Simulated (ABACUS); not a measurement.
# LiH: equation of state with LDA

The system is LiH.

```
Li H
1.0
     0.00000    2.03675    2.03675
     2.03675    0.00000    2.03675
     2.03675    2.03675    0.00000
Li H
1 1
Cartesian
  0.0000 0.0000 0.0000
  2.0368 2.0368 2.0368
```

* Program: ABACUS 3.10.1
* Task: equation of state
* Functional: LDA
* Potentials or basis: GBRV ultrasoft 1.5 LDA
* Cutoff: 544 eV
* Density cutoff: 4354 eV
* Basis: plane waves
* k mesh: 9 × 9 × 9
* Occupations: fermi-dirac, width 0.05 eV
* Spin: no spin polarisation

```json
{
  "Equilibrium volume": "7.49 Å³/atom (rough: see the caveat)",
  "Bulk modulus": "42 GPa (rough)"
}
```

Energy against volume, from the lowest point:
| volume (Å³/atom) | energy (meV/atom) |
| --- | --- |
| 7.942 | 0.00 |
| 8.280 | 6.07 |
| 8.618 | 14.60 |
| 8.956 | 25.14 |

All runs of the series together: 2.9 s on 4 threads of AMD EPYC 9R45 96-Core Processor (Zen 5), on a shared host.

Caveat: the minimum lies outside the volumes run.
